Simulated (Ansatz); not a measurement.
# BaF2 (Frankdicksonite): the cost of one run

Method: DFT PBEsol, frozen-core PAW, scalar-relativistic unless said, in Ansatz 0.2.0.

### Step 1. The system as given

The structure is cubic, space group Fm-3m (No. 225). Conventional cell: a = 6.200 Å, b = 6.200 Å, c = 6.200 Å, α = 90.00°, β = 90.00°, γ = 90.00°. Around Ba (site symmetry m-3m) lie 8 F at 2.68 Å. Around F (site symmetry -43m) lie 4 Ba at 2.68 Å.

Coordinates:

```cif
data_structure
_symmetry_space_group_name_H-M 'Fm-3m'
_symmetry_Int_Tables_number 225
_cell_length_a 6.2001
_cell_length_b 6.2001
_cell_length_c 6.2001
_cell_angle_alpha 90.000
_cell_angle_beta 90.000
_cell_angle_gamma 90.000
_cell_volume 238.34
loop_
_atom_site_label
_atom_site_type_symbol
_atom_site_symmetry_multiplicity
_atom_site_Wyckoff_symbol
_atom_site_fract_x
_atom_site_fract_y
_atom_site_fract_z
_atom_site_occupancy
Ba1 Ba 4 a 0.00000 0.00000 0.00000 1
F1 F 8 c 0.25000 0.25000 0.25000 1
```

Cartesian axes are those of the input's lattice vectors. The structure goes back to a database entry.

### Step 2. Cell and atoms relaxed, PAW

Input file input.yaml:

```yaml
crystal:
  lattice:
    - [3.10005, 3.10005, 0.0]
    - [-3.10005, 3.10005, 0.0]
    - [0.0, 3.10005, 3.10005]
  atoms:
    - { symbol: Ba, position: [0.0, 0.0, 0.0] }
    - { symbol: F, position: [0.25, 0.75, 0.5] }
    - { symbol: F, position: [0.75, 0.25, 0.5] }
kpoints:
  mp_grid: { grid: [10, 10, 10] }
scf:
  occupations: { method: fermi_dirac, width: 0.1 }
hamiltonian:
  xc: pbesol
  pseudopotentials: { kind: paw }
relax:
  f_tol: 0.002
  max_steps: 80
  cell: {}
output:
  forces: true
  stress: true
```

On the command line:

```sh
$ ansatz run input.yaml --threads 1 --pin off --max-ram 3072MiB --backend cpu --events-out ev --progress --plain --runs-dir out
```

What time and memory should one allow on 1 thread of Intel Xeon Platinum 8488C (Sapphire Rapids), shared host?

About 10 s, with a peak of 0.4 GiB.
